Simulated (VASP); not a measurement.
# A VASP 6.6.1 relaxation on KCl

INCAR

```
ISMEAR = -1
GGA = CA
PREC = Accurate
EDIFFG = -5E-3
LASPH = .TRUE.
NBANDS = 15
NSW = 40
LWAVE = .FALSE.
LCHARG = .FALSE.
ISIF = 3
PSTRESS = 20
EDIFF = 1E-7
ENCUT = 600
IBRION = 2
SIGMA = 0.02
NELM = 120
LREAL = .FALSE.
```

KPOINTS

```
KPOINTS created by Atomic Simulation Environment
0
Gamma
6 6 6
0 0 0
```

POSCAR

```
K  Cl
 1.0000000000000000
    -0.0000000000000000    3.1891679892388356    3.1891679892388356
     3.1891679892388356   -0.0000000000000000    3.1891679892388356
     3.1891679892388356    3.1891679892388356   -0.0000000000000000
 K   Cl
   1   1
Cartesian
 -0.0000000000000000 -0.0000000000000000  0.0000000000000000
  3.1891679892388356  3.1891679892388356  3.1891679892388356
```

The recommended LDA PAW datasets give the neutral cell 16 valence electrons.

Command

```
mpirun -np 1 vasp_std
```

OSZICAR

```
N       E                     dE             d eps       ncg     rms          rms(c)
DAV:   1     0.112049473873E+03    0.11205E+03   -0.75369E+03   480   0.106E+03
DAV:   2     0.201727528070E+00   -0.11185E+03   -0.10055E+03   606   0.253E+02
DAV:   3    -0.736849749147E+01   -0.75702E+01   -0.75276E+01   655   0.577E+01
DAV:   4    -0.764218785728E+01   -0.27369E+00   -0.27362E+00   745   0.105E+01
DAV:   5    -0.764444545676E+01   -0.22576E-02   -0.22575E-02   676   0.104E+00    0.321E+00
DAV:   6    -0.736526635703E+01    0.27918E+00   -0.38463E-01   564   0.320E+00    0.257E+00
DAV:   7    -0.733634597297E+01    0.28920E-01   -0.61305E-02   662   0.152E+00    0.152E+00
DAV:   8    -0.733556451742E+01    0.78146E-03   -0.11324E-02   693   0.791E-01    0.234E-01
DAV:   9    -0.733555550016E+01    0.90173E-05   -0.58939E-04   641   0.141E-01    0.834E-02
DAV:  10    -0.733568919825E+01   -0.13370E-03   -0.89222E-05   551   0.709E-02    0.154E-02
...
DAV:   6    -0.738744869033E+01    0.87311E-08   -0.10823E-08   303   0.102E-03
  16 F= -.67295095E+01 E0= -.67295095E+01  d E =-.334520E-04
       N       E                     dE             d eps       ncg     rms          rms(c)
DAV:   1    -0.738679738049E+01    0.65132E-03   -0.35442E-03   690   0.553E-01    0.835E-02
DAV:   2    -0.738665927911E+01    0.13810E-03   -0.32442E-04   588   0.147E-01    0.318E-02
DAV:   3    -0.738662982559E+01    0.29454E-04   -0.88113E-05   804   0.742E-02    0.263E-02
DAV:   4    -0.738663034933E+01   -0.52374E-06   -0.46890E-06   861   0.998E-03    0.126E-02
DAV:   5    -0.738663076321E+01   -0.41388E-06   -0.22791E-06   807   0.642E-03    0.171E-03
DAV:   6    -0.738663073759E+01    0.25621E-07   -0.39598E-08   402   0.196E-03
  17 F= -.67295253E+01 E0= -.67295253E+01  d E =-.491944E-04
```

From OUTCAR

```
k-points           NKPTS =     16   k-points in BZ     NKDIM =     16   number of bands    NBANDS=     15

   NELECT =      16.0000    total number of electrons

   dimension x,y,z NGX =    36 NGY =   36 NGZ =   36
   dimension x,y,z NGXF=    72 NGYF=   72 NGZF=   72

  energy-cutoff  :      600.00
  volume of cell :       52.64
      direct lattice vectors                 reciprocal lattice vectors
     0.000000000  2.974599897  2.974599897    -0.168089833  0.168089833  0.168089833
     2.974599897  0.000000000  2.974599897     0.168089833 -0.168089833  0.168089833
     2.974599897  2.974599897  0.000000000     0.168089833  0.168089833 -0.168089833

 k-points in reciprocal lattice and weights: KPOINTS created by Atomic Simulation Env
   0.00000000  0.00000000  0.00000000       0.005
   0.16666667  0.00000000  0.00000000       0.037
   0.33333333  0.00000000  0.00000000       0.037
   0.50000000  0.00000000  0.00000000       0.019
   0.16666667  0.16666667  0.00000000       0.028
   0.33333333  0.16666667  0.00000000       0.111
   0.50000000  0.16666667  0.00000000       0.111
  -0.33333333  0.16666667  0.00000000       0.111
   ...

 E-fermi :  -0.8106

 k-point     1 :       0.0000    0.0000    0.0000
  band No.  band energies     occupation
      1     -27.7900      2.00000
      2     -13.5577      2.00000
      3     -11.4896      2.00000
      4     -11.4896      2.00000
      5     -11.4896      2.00000
      6      -1.3049      2.00000
      7      -1.3049      2.00000
      8      -1.3049      2.00000
      9       4.0596      0.00000
     10       6.7971      0.00000
     11       6.7971      0.00000
     12       6.7971      0.00000
     13       7.8413      0.00000
     14       7.8413      0.00000
     15      11.7079      0.00000

 k-point     2 :       0.1667    0.0000    0.0000
  band No.  band energies     occupation
      1     -27.7829      2.00000
      2     -13.6410      2.00000
      3     -11.4934      2.00000
      4     -11.4934      2.00000
      5     -11.3852      2.00000
      6      -1.7551      2.00000
      7      -1.4450      2.00000
      8      -1.4450      2.00000
      9       4.8155      0.00000
     10       6.6429      0.00000
     11       7.2106      0.00000
     12       7.2106      0.00000
     13       8.3396      0.00000
     14       8.3396      0.00000
     15      12.8876      0.00000

 k-point     3 :       0.3333    0.0000    0.0000
  band No.  band energies     occupation
      1     -27.7688      2.00000
      2     -13.7892      2.00000
      3     -11.5009      2.00000
      4     -11.5009      2.00000
      5     -11.1924      2.00000
      6      -2.4743      2.00000
      7      -1.7031      2.00000
      8      -1.7031      2.00000
      9       5.9769      0.00000
     10       7.0391      0.00000
     11       8.3424      0.00000
     12       8.3424      0.00000
     13       9.5786      0.00000
     14       9.5786      0.00000
     15      12.3793      0.00000

 ...

  Total        0.6524465      0.6524465      0.6524465      0.0000000      0.0000000      0.0000000
  in kB       19.8581967     19.8581967     19.8581967      0.0000000      0.0000000      0.0000000
  external PRESSURE =      -0.1418033 kB  Pullay stress =      20.0000000 kB

 POSITION                                       TOTAL-FORCE (eV/Angst)
 -----------------------------------------------------------------------------------
      0.00000      0.00000      0.00000        -0.000000      0.000000      0.000000
      2.97460      2.97460      2.97460         0.000000     -0.000000     -0.000000
 -----------------------------------------------------------------------------------
    total drift:                                0.000000      0.000000      0.000000

  FREE ENERGIE OF THE ION-ELECTRON SYSTEM (eV)
  ---------------------------------------------------
  free  energy   TOTEN  =        -7.3866307376 eV

  energy  without entropy=       -7.3866307376  energy(sigma->0) =       -7.38663074
```

| ionic step | ΔH (meV/atom) | volume (Å³) | largest force (eV/Å) | pressure (GPa) | electronic steps |
| --- | --- | --- | --- | --- | --- |
| 1 | 0.0 | 64.87 | 0.000 | -2.39 | 13 |
| 2 | -86.0 | 56.89 | 0.000 | -0.20 | 9 |
| 3 | -101.6 | 53.10 | 0.000 | 1.69 | 9 |
| 4 | -101.8 | 52.56 | 0.000 | 2.04 | 8 |
| 5 | -101.8 | 52.78 | 0.000 | 1.90 | 7 |
| 6 | -101.8 | 52.78 | 0.000 | 1.89 | 3 |
| 7 | -101.8 | 52.77 | 0.000 | 1.89 | 4 |
| 11 | -101.8 | 52.77 | 0.000 | 1.89 | 2 |
| 12 | -101.8 | 52.77 | 0.000 | 1.90 | 3 |
| 13 | -101.8 | 52.77 | 0.000 | 1.90 | 4 |
| 14 | -101.8 | 52.76 | 0.000 | 1.91 | 4 |
| 15 | -101.8 | 52.74 | 0.000 | 1.91 | 4 |
| 16 | -101.8 | 52.71 | 0.000 | 1.94 | 6 |
| 17 | -101.8 | 52.64 | 0.000 | 1.99 | 6 |

It converged. Results: relaxed cell vector lengths 4.207, 4.207, 4.207 Å; relaxed cell volume 52.64 Å³.

 The volume moved far on the plane waves of the start cell, so a restart from CONTCAR is due.

For comparison, a separate LDA relaxation on usual settings, not on those above, ends at 56.34 Å³.

The run above took about 2.3 min on one core of a shared host (Intel Xeon Platinum 8488C) and held 0.19 GiB at most.
